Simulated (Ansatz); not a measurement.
Start from BaTe in the rock salt structure (space group Fm-3m, No. 225).

```
BaTe
1.0
    0.00000     3.47069     3.47069
    3.47069     0.00000     3.47069
    3.47069     3.47069     0.00000
Ba Te
1 1
Cartesian
  0.00000   0.00000   0.00000
  3.47069   3.47069   3.47069
```

Cartesian axes are those of the cell as printed.

The values are results of PBEsol in Ansatz (plane waves to 420 eV, PAW, without spin-orbit coupling), not measurements.

Perturbation: uniaxial strain ε_zz = +3.00 %, all other strain components held at zero, atoms relaxed at fixed cell.

Question: Predict the stress tensor and what it implies for the stiffness.

Answer: Stress of the strained cell less that of the base (GPa, compression positive):
```
  -0.26    0.00    0.00
   0.00   -0.26    0.00
   0.00    0.00   -1.92
```

Then −Δσ_ii/ε with ε = 0.0300 gives secant stiffness values (nonlinear terms included at this strain): C33 ≈ 64 GPa, C13 ≈ 8.8 GPa and C23 ≈ 8.8 GPa.

As a check, the harmonic strain energy −½ V₀ Δσ:ε is 7.5 meV/atom; the computed energy rise is 8.0 meV/atom.

Stability against distortions was not tested.

Ansatz is an electronic-structure program.
